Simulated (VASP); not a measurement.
# Ba: intraband terms of a metal's spectrum

Ba, Im-3m (no. 229), 1 atom in the cell. PBE, independent-particle dielectric function; PAW potentials Ba_sv (PBE set).

## Input

INCAR.step1:
```
SYSTEM = Ba
PREC     = Accurate       ! precision mode
ENCUT    = 230            ! plane-wave cutoff, eV
ISMEAR   = 1              ! smearing method
SIGMA    = 0.1            ! smearing width, eV
EDIFF    = 1E-7           ! SCF threshold, eV
LASPH    = .TRUE.         ! aspherical terms in the spheres
KPAR     = 4            
LWAVE    = .FALSE.        ! write WAVECAR
LCHARG   = .TRUE.         ! write CHGCAR
LMAXMIX  = 4              ! l up to which the mixer works
```

INCAR.step2:
```
SYSTEM = Ba
PREC     = Accurate       ! precision mode
ENCUT    = 230            ! plane-wave cutoff, eV
ISMEAR   = 0              ! smearing method
SIGMA    = 0.3            ! smearing width, eV
EDIFF    = 1E-6           ! SCF threshold, eV
LASPH    = .TRUE.         ! aspherical terms in the spheres
KPAR     = 4            
LWAVE    = .TRUE.         ! write WAVECAR
LCHARG   = .FALSE.        ! write CHGCAR
LMAXMIX  = 4              ! l up to which the mixer works
ICHARG   = 11             ! starting density
NBANDS   = 19             ! bands
NEDOS    = 3000           ! points of the DOS
OMEGAMAX = 30           
CSHIFT   = 0.1           
```

INCAR.step3, as INCAR.step2 but for:
```
- LWAVE = .TRUE.
+ LWAVE = .FALSE.
+ LOPTICS = .TRUE.
+ ALGO = None
+ NELM = 1
+ ISTART = 1
```

INCAR.step4, as INCAR.step3 but for:
```
+ WPLASMAI = 0.03
```

INCAR.step5 to INCAR.step6 change the same tag again: WPLASMAI = 0.1, 0.3.

INCAR.step7, as INCAR.step6 but for:
```
- WPLASMAI = 0.3
+ RTIME = 1
```

INCAR.step8, as INCAR.step7 but for:
```
- RTIME = 1
+ RTIME = 5
```

INCAR.step9, as INCAR.step8 but for:
```
- RTIME = 5
+ LNABLA = .TRUE.
```

INCAR.step10, as INCAR.step9 but for:
```
- ISMEAR = 0
- LNABLA = .TRUE.
+ ISMEAR = -5
```

KPOINTS.step1:
```
k-points
0
Gamma
  8 8 8
```

KPOINTS.step2:
```
k-points
0
Gamma
  19 19 19
```

POSCAR:
```
Ba
1.0
   -2.5065000000      2.5065000000      2.5065000000
    2.5065000000     -2.5065000000      2.5065000000
    2.5065000000      2.5065000000     -2.5065000000
Ba
1
Direct
    0.0000000000      0.0000000000      0.0000000000
```

Commands (each step's output is kept before the next begins):
```
cat potpaw_PBE.64/Ba_sv/POTCAR > POTCAR
cp INCAR.step1 INCAR
cp KPOINTS.step1 KPOINTS
mpirun -np 4 vasp_std > vasp.out
cp INCAR.step2 INCAR
cp KPOINTS.step2 KPOINTS
mpirun -np 4 vasp_std > vasp.out
cp INCAR.step3 INCAR
mpirun -np 4 vasp_std > vasp.out
cp INCAR.step4 INCAR
mpirun -np 4 vasp_std > vasp.out
cp INCAR.step5 INCAR
mpirun -np 4 vasp_std > vasp.out
cp INCAR.step6 INCAR
mpirun -np 4 vasp_std > vasp.out
cp INCAR.step7 INCAR
mpirun -np 4 vasp_std > vasp.out
cp INCAR.step8 INCAR
mpirun -np 4 vasp_std > vasp.out
cp INCAR.step9 INCAR
mpirun -np 4 vasp_std > vasp.out
cp INCAR.step10 INCAR
mpirun -np 4 vasp_std > vasp.out
```

## Result

- Bands: 19

One ground state, settings moved in the last step alone:

| Settings | Plasma frequency (eV) | Im ε at 0.5 eV | Im ε at 1 eV | Im ε at 2 eV | Im ε at 4 eV | Time (s) |
|---|---|---|---|---|---|---|
| interband part alone | 2.80 | 26.0 | 22.4 | 9.9 | 2.4 | 11 |
| Drude term, WPLASMAI 0.03 | 2.80 | 27.9 | 22.6 | 9.9 | 2.4 | 10 |
| Drude term, WPLASMAI 0.1 | 2.80 | 32.0 | 23.1 | 10.0 | 2.4 | 8 |
| Drude term, WPLASMAI 0.3 | 2.80 | 39.8 | 24.5 | 10.2 | 2.4 | 9 |
| relaxation time RTIME 1 fs | 2.80 | 41.1 | 25.9 | 10.4 | 2.5 | 10 |
| relaxation time RTIME 5 fs | 2.80 | 33.7 | 23.4 | 10.0 | 2.4 | 11 |
| transversal form (LNABLA) | 2.78 | 25.6 | 22.0 | 9.7 | 2.4 | 8 |
| tetrahedron method | – | – | – | – | – | no result |

Limits: Spin-orbit coupling is left out, which can matter with atoms this heavy.

VASP 6.6.1 took 90 s on 4 cores (AMD EPYC 7R43 (Zen 3)), a shared host.
